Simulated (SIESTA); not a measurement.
Ti under changes of volume

One of the cells (17.020 Å³/atom); the others are scaled copies at fixed shape and fractional positions:

```
Ti
1.0
     4.56737    0.00000    0.00000
    -2.28369    3.95546    0.00000
     0.00000    0.00000    2.82624
Ti
3
Direct
  0.66667 0.33333 0.50000
  0.33333 0.66667 0.50000
  0.00000 0.00000 0.00000
```

This isn't the form of Ti at room conditions, which is hcp.

| Quantity | Value |
| --- | --- |
| Program | SIESTA 5.4.2 |
| Functional | LDA |
| Potentials or basis | PseudoDojo 0.4 standard (LDA files) |
| Basis | DZP (energy shift 0.003 Ry; two zetas on semicore shells) |
| Grid cutoff | 800 Ry |
| Energy shift | 0.003 Ry |
| k mesh | 7 × 7 × 9 |
| Occupations | fermi-dirac, width 0.05 eV |
| Spin | no spin polarisation |

| volume (Å³/atom) | energy over the lowest point (meV/atom) | pressure (GPa) |
| --- | --- | --- |
| 15.999 | 0.00 | -0.5 |
| 16.339 | ? | ? |
| 16.679 | 12.96 | -5.5 |
| 17.020 | 26.93 | -7.6 |
| 17.360 | 45.29 | -9.6 |
| 17.701 | 67.70 | -11.4 |
| 18.041 | 93.72 | -13.0 |

**Question.** What does the run at 16.339 Å³/atom give?

**Answer.** Energy over the lowest point 3.81 meV/atom; pressure -3.1 GPa.

Worked out: A Birch-Murnaghan fit of order 3 (a polynomial in V^(-2/3)) to the other rows has its minimum at 15.94 Å³/atom, just outside them, with B0 = V·E''(V) = 130 GPa and B' = 3.3 at fixed shape and positions, which overstates the stiffness. It gives 3.84 meV/atom at 16.339 Å³/atom, against the run's 3.81, and -dE/dV = -3.1 GPa, against -3.1.

Energies are extrapolated to zero smearing.

Caveats: the basis of atomic orbitals isn't converged, which shifts pressures, moduli and gaps.
